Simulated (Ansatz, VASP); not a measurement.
One calculation of C, two programs

```
C
1.0
     1.98138    0.00000    0.00000
    -0.99069    1.71593    0.00000
     0.00000    0.00000    1.58059
C
1
Direct
  0.00000 0.00000 0.00000
```

Alike in both runs: functional PBE; k mesh 24 × 24 × 22; occupations fermi-dirac, width 0.1 eV; no spin polarisation.

Ansatz relaxed the structure, and its values are those at the end. VASP's run is a single point on that final structure, the one shown.

|  | VASP | Ansatz |
| --- | --- | --- |
| version | VASP 6.6.1 | Ansatz 0.2.0 |
| potentials or method | VASP PAW PBE potentials, release 64 (C) | PAW with Ansatz's default frozen-core files, scalar-relativistic |
| plane-wave cutoff (eV) | 520 | 420 |
| valence electrons in the cell | 4 | 4 |

|  | VASP | Ansatz | Ansatz less VASP |
| --- | --- | --- | --- |
| pressure (GPa) | 13.5 | 13.1 | -0.42 |
